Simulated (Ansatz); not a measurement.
The cell comes from COD entry 9017523, which wasn't checked; take it as a given geometry. The listed cell was then made from it by scaling, straining or moving an atom.

In: DFT, LDA, all-electron LAPW, scalar-relativistic (Ansatz 0.2.0). What sets it apart from a plain run of this crystal: equal xy, yz and zx engineering shear strains of -2 %.

Command: `ansatz run input.yaml --threads 1 --pin off --max-ram 3072MiB --backend cpu --events-out ev --progress --plain --runs-dir out` The run took 56 s on 1 thread of Arm Neoverse V2 (shared host), peak memory 0.73 GiB.

```yaml
crystal:
  lattice:
    - [-1.667151, 1.617672, 2.47395]
    - [1.617672, -1.667151, 2.47395]
    - [1.634628, 1.634628, -2.506473]
  atoms:
    - { symbol: In, position: [0.0, 0.0, 0.0] }
kpoints:
  mp_grid: { grid: [14, 14, 14] }
  band_path:
    path:
      - [0.0, 0.0, 0.0]
      - [0.5, 0.5, -0.5]
      - [0.2101436087, 0.7898563913, -0.5]
      - [-0.2101436087, 0.2101436087, 0.5]
      - [0.0, 0.0, 0.5]
      - [0.0, 0.0, 0.0]
      - [-0.5, 0.5, 0.0]
      - [0.0, 0.5, 0.0]
      - [0.0, 0.0, 0.0]
    npoints: 5
scf:
  occupations: { method: fermi_dirac, width: 0.05 }
hamiltonian:
  xc: lda
  pseudopotentials: { kind: all_electron, lapw: { basis_error: 0.0005 } }
output:
  forces: true
  stress: true
  eigenvalues: true
```

Output (standing set-up lines are left out):

```
LAPW: plane waves up to 7.127 Å⁻¹, error target 5.0e-4 eV per atom; small_component_spin mean_spin; In in spheres of 1.626 Å, 21 of its electrons in bands, Dirac shells []
Crystal: 1 atoms, lattice volume = 26.160 Å³
Basis set: ecut = 193.52248579545412 eV, 165 PW (Γ), exchange–correlation at level 2
Symmetry: 4 space group operations
Space group: C2/m (ITA 12), of the structure as read, at distance tolerance 3.0e-5 Å
k-points: 744 of 2744
iter 1 solved again at ethr=3.03e-5 eV; its pass at ethr=1.00e-1 eV (dr2=6.35e-3 eV) is discarded
SCF iter   1: F=—  HF=-159905.480132 eV  |F-HF|=—  |Δ(HF+E_count)|=         —  Δρ=5.89e-3  dr2=6.41e-3  ethr=3.03e-5  ⟨swp⟩=3.6  Hψ=81051  notcnv=0
preconditioner: auto → Kerker (q_TF=auto, 2.630 Å⁻¹)  [metal: Δε(μ)=0.007 eV  Ē_g=19.294 eV  σ=0.050 eV  W_gap=0.04  n_scr=10 (ndim 8)  ℏωp=26.2 eV  f_vac=0.000  D(μ)=0.39/eV (n_scr^D=0)]
SCF iter   2: F=—  HF=-159905.448399 eV  |F-HF|=—  |Δ(HF+E_count)|=   3.17e-2  Δρ=3.18e-3  dr2=2.30e-3  ethr=3.03e-5  ⟨swp⟩=2.0  Hψ=32360  notcnv=0
SCF iter   3: F=—  HF=-159905.445704 eV  |F-HF|=—  |Δ(HF+E_count)|=   2.70e-3  Δρ=2.14e-3  dr2=1.18e-3  ethr=1.10e-5  ⟨swp⟩=2.0  Hψ=31711  notcnv=0
SCF iter   4: F=—  HF=-159905.445269 eV  |F-HF|=—  |Δ(HF+E_count)|=   4.35e-4  Δρ=9.20e-4  dr2=2.66e-4  ethr=5.61e-6  ⟨swp⟩=2.0  Hψ=31715  notcnv=0
iter 5 solved again at ethr=6.13e-8 eV; its pass at ethr=1.27e-6 eV (dr2=1.29e-5 eV) is discarded
SCF iter   5: F=—  HF=-159905.445318 eV  |F-HF|=—  |Δ(HF+E_count)|=   4.95e-5  Δρ=1.93e-4  dr2=1.29e-5  ethr=6.13e-8  ⟨swp⟩=2.0  Hψ=53748  notcnv=0
SCF iter   6: F=—  HF=-159905.445319 eV  |F-HF|=—  |Δ(HF+E_count)|=   8.22e-7  Δρ=5.07e-5  dr2=7.09e-7  ethr=6.13e-8  ⟨swp⟩=2.0  Hψ=31710  notcnv=0
SCF iter   7: F=-159905.445319 eV  HF=-159905.445319 eV  |F-HF|=3.29e-9  |Δ(HF+E_count)|=   7.39e-9  Δρ=1.31e-5  dr2=6.68e-8  ethr=3.37e-9  ⟨swp⟩=2.0  Hψ=31710  notcnv=0
SCF 1 converged in 7 iterations: F = -159905.445319 eV  dr2 = 6.68e-8
NSCF: frozen V_eff on 41 k-points
SCF converged after 7 iterations
Free energy (F): -159905.445319 eV
Harris-Foulkes:  -159905.445319 eV  (|F-HF|=3.29e-9)
Internal energy: -159905.442011 eV  (E = F + TS)
E sigma→0 (E₀):  -159905.443665 eV
Entropy (-TS):   -0.003308 eV (-3.308 meV/atom)
Fermi energy:    13.188423 eV
--- Per-component energies (eV) ---
  E_band       = -551.055564
  E_kinetic    = 167793.479465
  E_xc         = -4210.318382
  E_electrostatic = -323488.603093  (all electrons and nuclei)
  E_smearing   = -0.003308  (= −TS)
  E_closure    = 0.000000  (closes the sum)
  E_atoms      = -159902.245388  (free atoms, spherical and without spin; not in F)
  Σ components = -159905.445319   (vs F -159905.445319, Δ=0.00e0)
  Basis errors (estimates in eV, not in F): energy 1.1e-4 per atom: plane waves 1.1e-4 (5.5e-5 summed), levels above the bands 1.4e-114, relativity 1.1e-9, radial functions 2.0e-6, core shells 1.1e-9; eigenvalues (radial functions only) 1.6e-5; not estimated: angular momenta, meshes, grids; target (lapw.basis_error) 5.0e-4; muffin-tin radii In 1.626 Å
--- Forces (eV/Å), atoms counted from 1 ---
  atom   1  In     0.00000000     0.00000000     0.00000000
  max |Σ_I F_I| component: 6.16e-33 eV/Å
--- Stress (GPa, compression-positive) ---
       -2.705281       0.200657       0.126496
        0.200657      -2.705281       0.126496
        0.126496       0.126496      -2.544139
  P = ⅓ Tr σ = -2.6516 GPa (-26.516 kbar)
--- Band table (eV; the first three rows and the last of 744) ---
  k-point 0: bands = ["-101.8782", "-60.4717", "-60.4641", "-60.4625", "-1.4264", "-1.3341", "-1.3027", "-1.2319", "-1.1271", "3.5980", "23.2760", "23.5251", "24.0447", "24.9656", "26.8995"]
  k-point 1: bands = ["-101.8781", "-60.4719", "-60.4644", "-60.4629", "-1.4049", "-1.3194", "-1.3147", "-1.2251", "-1.1375", "3.7571", "22.5680", "22.6103", "23.2543", "24.2328", "27.9208"]
  k-point 2: bands = ["-101.8780", "-60.4723", "-60.4651", "-60.4640", "-1.3601", "-1.3319", "-1.2777", "-1.2171", "-1.1591", "4.2379", "21.0461", "21.1628", "21.9281", "23.1263", "26.7124"]
  k-point 743: bands = ["-101.8777", "-60.4782", "-60.4663", "-60.4653", "-1.6018", "-1.4782", "-1.0267", "-1.0008", "-0.9800", "10.1581", "10.5232", "17.8034", "17.9085", "21.4341", "21.4980"]
```
